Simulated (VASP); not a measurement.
# BN: convergence, self-consistent run

BN, Fmm2 (no. 42), 2 atoms in the cell. PBE with TS; PAW potentials N, B (PBE set). VASP 6.6.1.

Wanted: levels at the zone centre within 0.01 eV.

What the run is for: levels; Accuracy asked: standard.

Levels at the zone centre: counted from the valence top at that point.

POSCAR:
```
BN
1.0
    0.0000000000      3.4953158300      2.1660912400
    1.2516321000      0.0000000000      2.1660912400
    1.2516321000      3.4953158300      0.0000000000
N B
1 1
Direct
    0.6666513400      0.6666513400      0.3333486600
    0.0000486500      0.0000486500      0.9999513500
```

The series start from Plane-wave cutoff (eV): 520; k-point mesh: 11 × 11 × 11; Precision mode (PREC): Accurate; Electronic threshold (eV): 1e-6; Bands in all (NBANDS): 14; Aspherical gradient terms in the spheres (LASPH): yes; Electronic algorithm: ALGO=Normal; Placing of the Fermi level (EFERMI): EFERMI=MIDGAP; Density mixing: defaults. Each series keeps the choices made before it, and each single choice may use up half of a tolerance.

## Plane-wave cutoff (eV)

| Plane-wave cutoff (eV) | Levels at the zone centre, largest deviation (eV) | SCF iterations | Time (s) |
|---|---|---|---|
| 320 | 0.027 | 13 | 12 |
| 400 | 0.010 | 13 | 17 |
| 460 | 0.000 | 13 | 26 |
| 520 | 0.001 | 13 | 26 |
| 600 | 0.000 | 13 | 28 |
| 700 | 0.000 | 13 | 33 |
| 840 (reference) | 0.000 | 13 | 45 |

Chosen: 460, the loosest value from which every tighter one stays within half of the tolerance.

## k-point mesh

| k-point mesh | Levels at the zone centre, largest deviation (eV) | SCF iterations | Time (s) |
|---|---|---|---|
| 4 × 4 × 4 | 0.006 | 13 | 4.8 |
| 5 × 5 × 5 | 0.005 | 13 | 5.7 |
| 6 × 6 × 6 | 0.000 | 13 | 7.5 |
| 7 × 7 × 7 | 0.000 | 13 | 9.6 |
| 8 × 8 × 8 | 0.000 | 13 | 12 |
| 11 × 11 × 11 | 0.000 | 13 | 26 |
| 13 × 13 × 13 | 0.000 | 13 | 38 |
| 16 × 16 × 16 | 0.000 | 13 | 66 |
| 21 × 21 × 21 (reference) | 0.000 | 13 | 137 |

Chosen: 5 × 5 × 5.

## Precision mode (PREC)

| Precision mode (PREC) | Levels at the zone centre, largest deviation (eV) | SCF iterations | Time (s) |
|---|---|---|---|
| SingleN | 0.001 | 13 | 3.1 |
| Normal | 0.000 | 13 | 3.6 |
| Single | 0.000 | 13 | 5.1 |
| Accurate (reference) | 0.000 | 13 | 5.7 |

Chosen: SingleN.

## Electronic threshold (eV)

| Electronic threshold (eV) | Levels at the zone centre, largest deviation (eV) | SCF iterations | Time (s) |
|---|---|---|---|
| 0.001 | 0.053 | 9 | 2.8 |
| 0.0001 | 0.003 | 11 | 3.3 |
| 1e-5 | 0.001 | 12 | 3.3 |
| 1e-6 | 0.000 | 13 | 3.1 |
| 1e-7 | 0.000 | 14 | 3.4 |
| 1e-8 (reference) | 0.000 | 15 | 3.6 |

Chosen: 0.0001.

## Bands in all (NBANDS)

| Bands in all (NBANDS) | Levels at the zone centre, largest deviation (eV) | SCF iterations | Time (s) |
|---|---|---|---|
| 5 | 0.004 | 11 | 2.4 |
| 6 | 0.003 | 11 | 2.5 |
| 8 | 0.003 | 11 | 2.6 |
| 10 | 0.002 | 11 | 2.7 |
| 14 | 0.000 | 11 | 3.3 |
| 24 (reference) | 0.000 | 11 | 3.7 |

Chosen: 5.

## Aspherical gradient terms in the spheres (LASPH)

| Aspherical gradient terms in the spheres (LASPH) | Levels at the zone centre, largest deviation (eV) | SCF iterations | Time (s) |
|---|---|---|---|
| yes | 0.000 | 11 | 2.4 |
| no | 0.004 | 11 | 2.1 |

Chosen: yes; no other choice that stays within half of the tolerance saves 30 % of the time.

## Electronic algorithm

| Electronic algorithm | Levels at the zone centre, largest deviation (eV) | SCF iterations | Time (s) |
|---|---|---|---|
| ALGO=Normal | 0.000 | 11 | 2.4 |
| ALGO=Fast | 0.001 | 13 | 2.5 |
| ALGO=VeryFast | 9.011 | 17 | 2.5 |
| ALGO=All ISEARCH=1 | 0.000 | 13 | 2.7 |
| ALGO=All ISEARCH=0 | 0.000 | 13 | 2.7 |
| ALGO=Damped TIME=0.4 | 0.007 | 17 | 2.6 |
| ALGO=Damped TIME=0.1 | 0.009 | 28 | 3.1 |
| ALGO=Old Fast | 0.006 | 11 | 2.4 |

Chosen: ALGO=Normal.

## Placing of the Fermi level (EFERMI)

| Placing of the Fermi level (EFERMI) | Levels at the zone centre, largest deviation (eV) | SCF iterations | Time (s) |
|---|---|---|---|
| EFERMI=MIDGAP | 0.000 | 11 | 2.4 |
| EFERMI=LEGACY | 0.000 | 11 | 2.3 |

Chosen: EFERMI=MIDGAP.

## Density mixing

| Density mixing | Levels at the zone centre, largest deviation (eV) | SCF iterations | Time (s) |
|---|---|---|---|
| defaults | 0.000 | 11 | 2.4 |
| AMIX=0.2 | 0.003 | 12 | 2.4 |
| BMIX=0.5 | 0.004 | 10 | 2.3 |
| AMIN=0.01 | 0.000 | 11 | 2.3 |
| MIXPRE=0 | 0.002 | 11 | 2.5 |
| AMIX=0.8 | 0.001 | 11 | 2.3 |
| MAXMIX=-10 | 0.000 | 11 | 2.3 |

Chosen: defaults.

## All choices together

| Input | Levels at the zone centre, largest deviation (eV) | Time (s) |
|---|---|---|
| the program's defaults (naive) | 0.013 | 3.6 |
| chosen settings | 0.006 | 2.4 |
| reference settings throughout | 0.000 | 456 |

The tolerance is met.

Values of the reference run: Levels at the zone centre: -0.0069, 0, 6.274 eV from the valence top at Gamma.

## The input

INCAR:
```
SYSTEM = BN
ALGO     = Normal         ! electronic algorithm
EDIFF    = 1E-4           ! SCF threshold, eV
EFERMI   = MIDGAP       
ENCUT    = 460            ! plane-wave cutoff, eV
GGA      = PE             ! functional
GGA_COMPAT= .False.      
ISIF     = 2              ! what is computed and relaxed
ISMEAR   = 0              ! smearing method
IVDW     = 2              ! dispersion correction
LASPH    = .True.         ! aspherical terms in the spheres
LCHARG   = .False.        ! write CHGCAR
LREAL    = .False.        ! projectors in reciprocal space
LWAVE    = .False.        ! write WAVECAR
NBANDS   = 5              ! bands
NELM     = 120            ! most SCF steps
PREC     = SingleN        ! precision mode
SIGMA    = 0.03           ! smearing width, eV
```

KPOINTS:
```
Automatic mesh
0
Gamma
  5 5 5
  0 0 0
```

Commands:
```
cat potpaw_PBE.64/N/POTCAR potpaw_PBE.64/B/POTCAR > POTCAR
mpirun -np 1 vasp_std > vasp.out
```

The chosen input took VASP 6.6.1 2.4 s on 1 core (Intel Xeon 6975P-C (Granite Rapids)), a shared host.

## An input that fails: too few electronic steps

The electronic loop stops at its limit of 7 steps.

Changes against the starting input:
```
- NELM = 120
+ NELM = 7
```
